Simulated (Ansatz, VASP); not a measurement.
**Two plane-wave programs on Al**

File INCAR:

```
SYSTEM = Al
PREC = Accurate
ENCUT = 680
EDIFF = 1E-7
ISMEAR = -1
SIGMA = 0.05
LREAL = .False.
LASPH = .True.
NELM = 80
ALGO = Normal
ISIF = 3
LWAVE = .False.
LCHARG = .False.
GGA = PE
IBRION = 2
NSW = 40
EDIFFG = -0.02
```

KPOINTS

```
Automatic mesh
0
Gamma
  11 11 11
  0 0 0
```

File POSCAR:

```
Al
1.0
    0.0000000000      2.0248050000      2.0248050000
    2.0248050000      0.0000000000      2.0248050000
    2.0248050000      2.0248050000      0.0000000000
Al
1
Direct
    0.0000000000      0.0000000000      0.0000000000
```

File input.yaml:

```yaml
crystal:
  lattice:
    - [0.0, 2.024805, 2.024805]
    - [2.024805, 0.0, 2.024805]
    - [2.024805, 2.024805, 0.0]
  atoms:
    - { symbol: Al, position: [0.0, 0.0, 0.0] }
hamiltonian:
  xc: pbe
  pseudopotentials: { kind: paw }
kpoints:
  mp_grid: { grid: [11, 11, 11] }
scf:
  occupations: { method: fermi_dirac, width: 0.05 }
output:
  forces: true
  stress: true
  write_density: true
  write_potential: true
  elf: true
  volumetric_format: npy
relax:
  f_tol: 0.01
  max_steps: 40
  cell: { stress_tol: 0.05 }
```

Alike in both runs: task relaxation of cell and atoms; functional PBE; k mesh 11 × 11 × 11; occupations fermi-dirac, width 0.05 eV; no spin polarisation.

|  | VASP | Ansatz |
| --- | --- | --- |
| version | VASP 6.6.1 | Ansatz 0.2.0 |
| potentials or method | VASP PAW PBE potentials, release 64 (Al_GW) | Ansatz PAW |
| plane-wave cutoff (eV) | 680 | 420 |
| valence electrons in the cell | 3 | 3 |

|  | VASP | Ansatz | Ansatz less VASP |
| --- | --- | --- | --- |
| gap on the k mesh at the Fermi level, each at its own relaxed structure (eV) | none | none | - |
| relaxed volume (Å³/atom) | 16.46 | 16.51 | +0.054 |
| relaxed cell length with the largest relative difference (Å) | 2.855 | 2.858 | +0.0031 |

A gap of «none» marks a metal or a gap that the smearing closes.

Caveats: the plane-wave basis is chosen anew once the cell has moved, so the energies of steps on either side of that aren't comparable (Ansatz).
